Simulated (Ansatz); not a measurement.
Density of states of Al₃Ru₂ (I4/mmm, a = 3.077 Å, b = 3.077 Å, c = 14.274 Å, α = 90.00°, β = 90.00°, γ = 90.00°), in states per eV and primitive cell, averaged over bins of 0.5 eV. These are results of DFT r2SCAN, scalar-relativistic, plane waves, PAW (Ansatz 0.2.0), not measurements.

Settings: cutoff 500 eV, Γ-centred mesh 16×16×16 on the computed 5-atom cell, Gaussian smearing of 0.10 eV; no spin polarisation.

The cell is relaxed at this level. The states (both spins) are summed by tetrahedra on a 24×24×24 mesh at the self-consistent density. Energies are bin centres; the table starts no lower than −8 eV and ends at 6 eV, or lower where the solved bands end.

It is a metal at this level.

```csv
E − E_F (eV),total,Ru 4d,Al 3p,Al 3s,Ru 5s
-7.80,0.88,0.07,0.38,0.27,0.12
-7.30,1.08,0.14,0.46,0.33,0.11
-6.80,1.40,0.31,0.53,0.41,0.11
-6.30,2.08,0.75,0.58,0.64,0.07
-5.80,1.47,0.55,0.50,0.34,0.05
-5.30,1.66,0.69,0.55,0.33,0.06
-4.80,1.92,0.90,0.67,0.21,0.10
-4.30,2.67,1.36,0.99,0.17,0.10
-3.80,3.65,2.27,1.01,0.21,0.10
-3.30,3.47,2.49,0.81,0.07,0.04
-2.80,3.53,2.68,0.66,0.06,0.08
-2.30,4.07,3.21,0.69,0.06,0.04
-1.80,6.63,5.09,1.18,0.18,0.07
-1.30,5.72,4.47,0.95,0.10,0.09
-0.80,4.67,3.91,0.57,0.05,0.04
-0.30,2.36,1.75,0.47,0.05,0.03
0.20,1.08,0.50,0.43,0.06,0.02
0.70,0.82,0.27,0.34,0.12,0.01
1.20,0.46,0.28,0.13,0.02,0.00
1.70,3.09,2.17,0.71,0.11,0.04
2.20,1.57,0.87,0.54,0.10,0.02
2.70,1.50,0.70,0.60,0.14,0.03
3.20,1.30,0.48,0.53,0.21,0.02
3.70,1.01,0.26,0.43,0.18,0.07
4.20,1.88,0.38,0.57,0.50,0.25
4.70,3.08,0.54,0.86,0.84,0.49
5.20,2.75,0.40,0.92,0.71,0.31
5.70,2.39,0.29,0.96,0.52,0.23
```

The columns after the total are the main Löwdin projections on the occupied valence shells of the potentials; 1 other is left out. The rest of the total lies in those, in shells that are empty in the free atom, which aren't projected, and between the atoms.

Whether Al3Ru2 exists in this form wasn't checked.